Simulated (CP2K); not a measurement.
Bi:

```
Bi
1.0
     3.43194    0.00000    0.00000
    -1.14398    3.23566    0.00000
    -1.14398   -1.61783    2.80217
Bi
1
Direct
  0.00000 0.00000 0.00000
```

This isn't the form of Bi at room conditions, which is rhombohedral.

Base run:

```yaml
Program: CP2K 2026.2
Functional: TASK
Potentials_or_basis: POTENTIAL_UZH Bi GTH-PBE-q5; TZVP-MOLOPT-PBE-GTH basis
Density_cutoff: 9184 eV
k_mesh: 9 × 9 × 9
Occupations: fermi-dirac, width 0.05 eV
Spin: no spin polarisation
```

Its results: band gap on the k mesh none (metal or under the smearing width); pressure 3.7 GPa.

Q: The run is repeated on the same cell with these changes: functional from TASK to PBE. What comes out?

A: Band gap on the k mesh none (metal or under the smearing width); pressure 1.5 GPa.

Caveats: spin-orbit coupling is left out, which moves the levels of the heavy elements; the basis of atomic orbitals isn't converged, which shifts pressures, moduli and gaps; the potentials were made for another functional, which shifts forces and pressure (some runs).
